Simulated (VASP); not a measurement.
Write the native input for VASP 6.6.1 that does the following.

```
Task                   : relaxation of the atoms
Functional             : PBE
Potentials or basis    : VASP PAW PBE potentials, release 64 (Sr_sv, Ti_sv, H, O)
Cutoff                 : 450 eV
k mesh                 : 2 × 2 × 2
Occupations            : gaussian, width 0.01 eV
Spin                   : no spin polarisation
Monkhorst-Pack mesh    : yes
Further INCAR settings : PREC = Normal; LREAL = Auto; ALGO = Normal; EDIFF = 1e-06; IBRION = 2; EDIFFG = -0.025; NSW = 70; NELECT = 314.0
```

The structure of Sr8Ti8HO23 (a cell with a defect) lies in POSCAR:

```
Sr8Ti8HO23
1.0
    7.8804100000      0.0000000000      0.0000000000
    0.0000000000     -7.8804100000      0.0000000000
    0.0000000000      0.0000000000     -7.8804100000
Sr Ti H O
8 8 1 23
Direct
    0.2500000000      0.2500000000      0.2500000000
    0.2500000000      0.2500000000      0.7500000000
    0.2500000000      0.7500000000      0.2500000000
    0.2500000000      0.7500000000      0.7500000000
    0.7500000000      0.2500000000      0.2500000000
    0.7500000000      0.2500000000      0.7500000000
    0.7500000000      0.7500000000      0.2500000000
    0.7500000000      0.7500000000      0.7500000000
    0.0000000000      0.5000000000      0.5000000000
    0.0000000000      0.5000000000      0.0000000000
    0.0000000000      0.0000000000      0.5000000000
    0.0000000000      0.0000000000      0.0000000000
    0.5000000000      0.5000000000      0.5000000000
    0.5000000000      0.5000000000      0.0000000000
    0.5000000000      0.0000000000      0.5000000000
    0.5000000000      0.0000000000      0.0000000000
    0.2500000000      0.5000000000      0.5000000000
    0.2500000000      0.5000000000      0.0000000000
    0.2500000000      0.0000000000      0.5000000000
    0.2500000000      0.0000000000      0.0000000000
    0.7500000000      0.5000000000      0.5000000000
    0.7500000000      0.5000000000      0.0000000000
    0.7500000000      0.0000000000      0.5000000000
    0.7500000000      0.0000000000      0.0000000000
    0.0000000000      0.2500000000      0.5000000000
    0.0000000000      0.2500000000      0.0000000000
    0.0000000000      0.7500000000      0.5000000000
    0.0000000000      0.7500000000      0.0000000000
    0.5000000000      0.2500000000      0.5000000000
    0.5000000000      0.2500000000      0.0000000000
    0.5000000000      0.7500000000      0.5000000000
    0.5000000000      0.7500000000      0.0000000000
    0.0000000000      0.5000000000      0.2500000000
    0.0000000000      0.5000000000      0.7500000000
    0.0000000000      0.0000000000      0.2500000000
    0.0000000000      0.0000000000      0.7500000000
    0.5000000000      0.5000000000      0.2500000000
    0.5000000000      0.5000000000      0.7500000000
    0.5000000000      0.0000000000      0.2500000000
    0.5000000000      0.0000000000      0.7500000000
```

These files were run (other wordings do the same):

INCAR

```
PREC = Normal ; ENCUT = 450
EDIFF = 1E-6 ; ISMEAR = 0
SIGMA = 0.01 ; LREAL = Auto
LASPH = True ; NELM = 80
ALGO = Normal ; ISIF = 2
LWAVE = False ; LCHARG = False
GGA = PE ; IBRION = 2
NSW = 70 ; EDIFFG = -0.025
ICORELEVEL = 1 ; NELECT = 314.0
LUSENCCL = False
```

KPOINTS

```
Automatic mesh
0
Monkhorst-Pack
  2 2 2
```

Potentials or basis: VASP PAW PBE potentials, release 64 (Sr_sv, Ti_sv, H, O).

Command:

```sh
$ cat potpaw_PBE.64/Sr_sv/POTCAR potpaw_PBE.64/Ti_sv/POTCAR potpaw_PBE.64/H/POTCAR potpaw_PBE.64/O/POTCAR > POTCAR
$ mpirun -np 1 vasp_std > vasp.out
```

Results of the run:

| Item | Value |
| --- | --- |
| Energy gained by relaxing | 12.5 meV/atom |
| Ionic steps | 12 |
| Largest force after relaxing | 0.012 eV/Å |

It took 9.4 min on 1 × NVIDIA H100 80GB with 1 thread of AMD EPYC 7R13 Processor (Zen 3), on a shared host, peak memory 1.3 GiB.
